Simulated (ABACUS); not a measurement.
# BAs (Pm-3m) in ABACUS: reference runs

Aim: a first look at BAs with PBE, on the cell as given.

Program: ABACUS 3.10.1. These are calculated values, not measurements. Logs are shortened: lines on timing, memory, paths and dates and some standing lists are left out, and cuts for length are marked.

### Step 1. Starting point

The structure is cubic, space group Pm-3m (No. 221). The conventional cell has a = 3.236 Å, b = 3.236 Å, c = 3.236 Å, α = 90.00°, β = 90.00°, γ = 90.00°. B (site symmetry m-3m) is surrounded by 8 As at 2.80 Å. Around As (site symmetry m-3m) lie 8 B at 2.80 Å.

The cell was built by a generator and needn't be a form met in nature.

### Step 2. Single point, PBE

INPUT reads:

```
INPUT_PARAMETERS
suffix              BAs
calculation         scf
basis_type          pw
pseudo_dir          ./
symmetry            1
dft_functional      pbe
ecutwfc             84
pseudo_rcut         7
nspin               1
nbands              13
ks_solver           dav
smearing_method     fd
smearing_sigma      0.00367493
scf_thr             1e-08
scf_nmax            100
mixing_type         broyden
mixing_beta         0.7
cal_force           1
cal_stress          1
out_chg             1
out_pot             2
out_elf             1
```

STRU reads:

```
ATOMIC_SPECIES
B 10.8100 B.upf
As 74.9216 As.upf

LATTICE_CONSTANT
1.8897261246

LATTICE_VECTORS
3.2358670400 0.0000000000 0.0000000000
0.0000000000 3.2358670400 0.0000000000
0.0000000000 0.0000000000 3.2358670400

ATOMIC_POSITIONS
Direct

B
0.0
1
0.0000000000 0.0000000000 0.0000000000 1 1 1

As
0.0
1
0.5000000000 0.5000000000 0.5000000000 1 1 1
```

KPT reads:

```
K_POINTS
0
Gamma
8 8 8 0 0 0
```

Potentials or basis: PseudoDojo NC SR 0.4.1 PBE standard, plane waves.

The run is started by

```sh
OMP_NUM_THREADS=1 mpirun -np 4 abacus > log
```

running log:

```text
ABACUS v3.10.1

               Atomic-orbital Based Ab-initio Computation at UStc

 ------------------------------------------------------------------------------------

 READING GENERAL INFORMATION
                           global_out_dir = OUT.BAs/
                           global_in_card = INPUT
                               pseudo_dir = ./
                              orbital_dir =
                                    DSIZE = 4
                                    GSIZE = 1

 READING UNITCELL INFORMATION
                                    ntype = 2
                  lattice constant (Bohr) = 1.88973
              lattice constant (Angstrom) = 1

 READING ATOM TYPE 1
                               atom label = B
                      L=0, number of zeta = 1
                      L=1, number of zeta = 1
                      L=2, number of zeta = 1
             number of atom for this type = 1

 READING ATOM TYPE 2
                               atom label = As
                      L=0, number of zeta = 1
                      L=1, number of zeta = 1
                      L=2, number of zeta = 1
             number of atom for this type = 1

                        TOTAL ATOM NUMBER = 2
DIRECT COORDINATES
    atom                   x                   y                   z     mag                  vx                  vy                  vz
taud_B1            0.0000000000        0.0000000000        0.0000000000  0.0000        0.0000000000        0.0000000000        0.0000000000
taud_As1            0.5000000000        0.5000000000        0.5000000000  0.0000        0.0000000000        0.0000000000        0.0000000000

                          Volume (Bohr^3) = 228.649
                             Volume (A^3) = 33.8822

 Lattice vectors: (Cartesian coordinate: in unit of a_0)
             +3.23587                  +0                  +0
                   +0            +3.23587                  +0
                   +0                  +0            +3.23587
 Reciprocal vectors: (Cartesian coordinate: in unit of 2 pi/a_0)
            +0.309036                  -0                  +0
                   -0           +0.309036                  -0
                   +0                  -0           +0.309036
 The esolver type has been set to : ksdft_pw

                PAO radial cut off (Bohr) = 7

 Read in pseudopotential file is B.upf
                     pseudopotential type = NC
          exchange-correlation functional = PBE
                 nonlocal core correction = 1
                        valence electrons = 3
                                     lmax = 1
                           number of zeta = 2
                     number of projectors = 4
                           L of projector = 0
                           L of projector = 0
                           L of projector = 1
                           L of projector = 1
                PAO radial cut off (Bohr) = 7

 Read in pseudopotential file is As.upf
                     pseudopotential type = NC
          exchange-correlation functional = PBE
                 nonlocal core correction = 1
                        valence electrons = 15
                                     lmax = 2
                           number of zeta = 3
                     number of projectors = 6
                           L of projector = 0
                           L of projector = 0
                           L of projector = 1
                           L of projector = 1
                           L of projector = 2
                           L of projector = 2
     initial pseudo atomic orbital number = 13

 SETUP THE ELECTRONS NUMBER
             electron number of element B = 3
       total electron number of element B = 3
            electron number of element As = 15
      total electron number of element As = 15
            AUTOSET number of electrons:  = 18
                           occupied bands = 9
                                   NBANDS = 13
                                   NLOCAL = 18

%%%%%%%%%%%%%%%%%%%%%%%%%%%%%%%%%%%%%%%%%%%%%%%%%%%%%%%%%%%%%%%%%%%%%%%%%%%%%%%%%%%%%%%%%%%%%%%%%%%%%%%%%%
 Warning: the number of valence electrons in pseudopotential > 5 for As: [Ar] 3d10 4s2 4p3
 Pseudopotentials with additional electrons can yield (more) accurate outcomes, but may be less efficient.
 If you're confident that your chosen pseudopotential is appropriate, you can safely ignore this warning.
%%%%%%%%%%%%%%%%%%%%%%%%%%%%%%%%%%%%%%%%%%%%%%%%%%%%%%%%%%%%%%%%%%%%%%%%%%%%%%%%%%%%%%%%%%%%%%%%%%%%%%%%%%

 SETUP THE PLANE WAVE BASIS
[... 72 lines left out ...]
                                    ibrav = 1
                       right hand lattice = 1
                        ROTATION MATRICES = 48
                               nkstot_ibz = 35
K-POINTS REDUCTION ACCORDING TO SYMMETRY
     IBZ    DIRECT_X    DIRECT_Y    DIRECT_Z  WEIGHT  ibz2bz
       1  0.00000000  0.00000000  0.00000000  0.0020       0
       2  0.12500000  0.00000000  0.00000000  0.0117       1
       3  0.25000000  0.00000000  0.00000000  0.0117       2
       4  0.37500000  0.00000000  0.00000000  0.0117       3
       5  0.50000000  0.00000000  0.00000000  0.0059       4
       6  0.12500000  0.12500000  0.00000000  0.0234       9
[... 22 lines left out ...]
      29  0.37500000  0.37500000  0.25000000  0.0469     155
      30  0.50000000  0.37500000  0.25000000  0.0469     156
[... 5 further k points ...]

                               nkstot now = 35
[... K-POINTS DIRECT COORDINATES: 35 rows ...]

           k-point number in this process = 35
       minimum distributed K point number = 35
[... stars of the k points ...]

[... K-POINTS CARTESIAN COORDINATES: 35 rows ...]

[... K-POINTS DIRECT COORDINATES: 35 rows ...]

 SETUP PLANE WAVES FOR WAVE FUNCTIONS
     energy cutoff for wavefunc (unit:Ry) = 84
              fft grid for wave functions = [ 36, 36, 36 ]
                    number of plane waves = 3887
                         number of sticks = 293

 PARALLEL PW FOR WAVE FUNCTIONS
     PROC   COLUMNS(POT)             PW
        1             73            971
        2             73            971
        3             74            974
        4             73            971
 --------------- sum -------------------
        4            293           3887

 SETUP NONLOCAL PSEUDOPOTENTIALS IN PLANE WAVE BASIS
 B non-local projectors:
 projector 1 L=0
 projector 2 L=0
 projector 3 L=1
 projector 4 L=1
 As non-local projectors:
 projector 1 L=0
 projector 2 L=0
 projector 3 L=1
 projector 4 L=1
 projector 5 L=2
 projector 6 L=2
      TOTAL NUMBER OF NONLOCAL PROJECTORS = 26

 Init Non-Local PseudoPotential table :
 Init Non-Local-Pseudopotential done.

                                     npwx = 785

 Make real space PAO into reciprocal space.
       max mesh points in Pseudopotential = 701
     dq(describe PAO in reciprocal space) = 0.01
                                    max q = 1104

 number of pseudo atomic orbitals for B is 2
WARNING: norm of atomic wavefunction # 1 of atomic type B is 0.999868, renormalized
WARNING: norm of atomic wavefunction # 2 of atomic type B is 0.997328, renormalized

 number of pseudo atomic orbitals for As is 3
WARNING: norm of atomic wavefunction # 2 of atomic type As is 0.999979, renormalized
WARNING: norm of atomic wavefunction # 3 of atomic type As is 0.998412, renormalized

 -------------------------------------------
 SELF-CONSISTENT
 -------------------------------------------
                                 init_chg = atomic

 PW ALGORITHM --------------- ION=   1  ELEC=   1--------------------------------
 Notice: Threshold on eigenvalues was too large.
 hsover_error=0.18 > DRHO=0.0211527
 Origin diag ethr = 0.01
 New diag ethr = 0.000117515

 Density error is 0.0206817594262
                          Error Threshold = 0.000117514987566
----------------------------------------------------------
     Energy           Rydberg                 eV
----------------------------------------------------------
 E_KohnSham     -217.7440705683      -2962.5600654428
 E_Harris       -219.2956238259      -2983.6700304967
 E_Fermi        0.6264772552         8.5236603379
----------------------------------------------------------
[... 51 lines left out ...]
 Density error is 1.91755276265e-09
                          Error Threshold = 1.21713093738e-10
----------------------------------------------------------
     Energy           Rydberg                 eV
----------------------------------------------------------
 E_KohnSham     -217.7506776133      -2962.6499589021
 E_KS(sigma->0) -217.7503506102      -2962.6455097960
 E_Harris       -217.7508439322      -2962.6522217868
 E_band         -18.4662554887       -251.2462953703
 E_one_elec     -111.6657272062      -1519.2901613174
 E_Hartree      63.7770416698        867.7311682930
 E_xc           -49.4829919300       -673.2506443354
 E_Ewald        -120.3783461407      -1637.8314233300
 E_entropy(-TS) -0.0006540063        -0.0088982123
 E_descf        0.0000000000         0.0000000000
 E_exx          0.0000000000         0.0000000000
 E_Fermi        0.6196768982         8.4311367346
----------------------------------------------------------

 charge density convergence is achieved
 final etot is -2962.6499589 eV
 EFERMI = 8.4311367346 eV
The vacuum level is 3.6590604286 eV

 STATE ENERGY(eV) AND OCCUPATIONS    NSPIN == 1
 1/35 kpoint (Cartesian) = 0.0000 0.0000 0.0000 (739 pws)
       1       -27.7331     0.00390625
       2       -27.7331     0.00390625
       3       -27.7148     0.00390625
       4       -27.7148     0.00390625
       5       -27.7148     0.00390625
       6       -4.86450     0.00390625
       7        6.09720     0.00390625
       8        7.89804     0.00390616
       9        7.89804     0.00390616
      10        7.89804     0.00390616
      11        15.1264    2.73541e-61
      12        15.1264    2.73541e-61
      13        15.1264    2.73541e-61
[... 61 lines left out ...]
 6/35 kpoint (Cartesian) = 0.038630 0.038630 0.0000 (754 pws)
       1       -27.7319      0.0468750
       2       -27.7299      0.0468750
       3       -27.7159      0.0468750
       4       -27.7153      0.0468750
       5       -27.7153      0.0468750
       6       -4.49482      0.0468750
       7        4.68516      0.0468750
       8        6.76416      0.0468750
       9        8.28357      0.0445466
      10        9.32540    8.00767e-10
      11        13.5181    3.06056e-46
      12        14.4344    3.36653e-54
      13        14.8738    5.14048e-58

[... levels at 29 further k points ...]

------------------------------------------------------------------------------------------
 TOTAL-FORCE (eV/Angstrom)
------------------------------------------------------------------------------------------
                        B1         0.0000000000         0.0000000000         0.0000000000
                       As1         0.0000000000         0.0000000000         0.0000000000
------------------------------------------------------------------------------------------

----------------------------------------------------------------
 TOTAL-STRESS (KBAR)
----------------------------------------------------------------
      -147.5691768126         0.0000000000         0.0000000000
         0.0000000000      -147.5691768126         0.0000000000
         0.0000000000         0.0000000000      -147.5691768126
----------------------------------------------------------------
 TOTAL-PRESSURE: -147.569177 KBAR

 --------------------------------------------
 !FINAL_ETOT_IS -2962.6499589021286738 eV
 --------------------------------------------
```

Run time: 6.8 s. Hardware: 4 MPI ranks of Intel Xeon Platinum 8259CL at 2.50GHz (Skylake/Cascade Lake), shared host; peak memory 0.24 GiB.

Results:

```yaml
Free_energy: -2962.6500 eV
Pressure: -14.8 GPa
Band_gap_on_the_k_mesh: none (metal or under the smearing width)
```
